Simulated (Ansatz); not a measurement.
FePt (Tetraferroplatinum) in Ansatz: convergence with xc grid

Input of the first run (xc grid 1); the others differ in this setting and in those tied to it:

The input input.yaml:

```yaml
crystal:
  lattice:
    - [2.7235, 0.0, 0.0]
    - [0.0, 2.7235, 0.0]
    - [0.0, 0.0, 3.72]
  atoms:
    - { symbol: Pt, position: [0.5, 0.5, 0.5] }
    - { symbol: Fe, position: [0.0, 0.0, 0.0], spin: 3.0 }
hamiltonian:
  xc: pbe
  pseudopotentials: { kind: nc, accuracy: standard }
magnetization:
  spin_polarized: true
kpoints:
  mp_grid: { grid: [8, 8, 6] }
scf:
  occupations: { method: fermi_dirac, width: 0.1 }
output:
  forces: true
  stress: true
  eigenvalues: true
basis:
  xc_grid: 1
```

Potentials or basis: PseudoDojo standard (PBE files).

Run with:

```bash
$ ansatz run input.yaml --threads 2 --pin off --max-ram 5632MiB --backend cpu --events-out ev --progress --plain --runs-dir out
```

Hardware: 2 threads of Intel(R) Xeon(R) Processor @ 2.50GHz (Skylake/Cascade Lake), on a shared host.

```
xc grid  energy less the tightest run, at zero smearing (meV/atom)  SCF cycles  CPU time (s)  peak memory (GiB)
      1                                                       0.00          10            34               0.49
      2                                                       0.00          10            34               0.51
      3                                                       0.00          10            36               0.54
      4                                                       0.00          10            36               0.61
      5                                                       0.00          10            38               0.73
```

Against the tightest run, the energy stays within 1 meV/atom from 1 on. The tightest run that finished is the yardstick and may itself not be fully converged.

The run has no spin-orbit coupling, so splittings on Pt are missing.
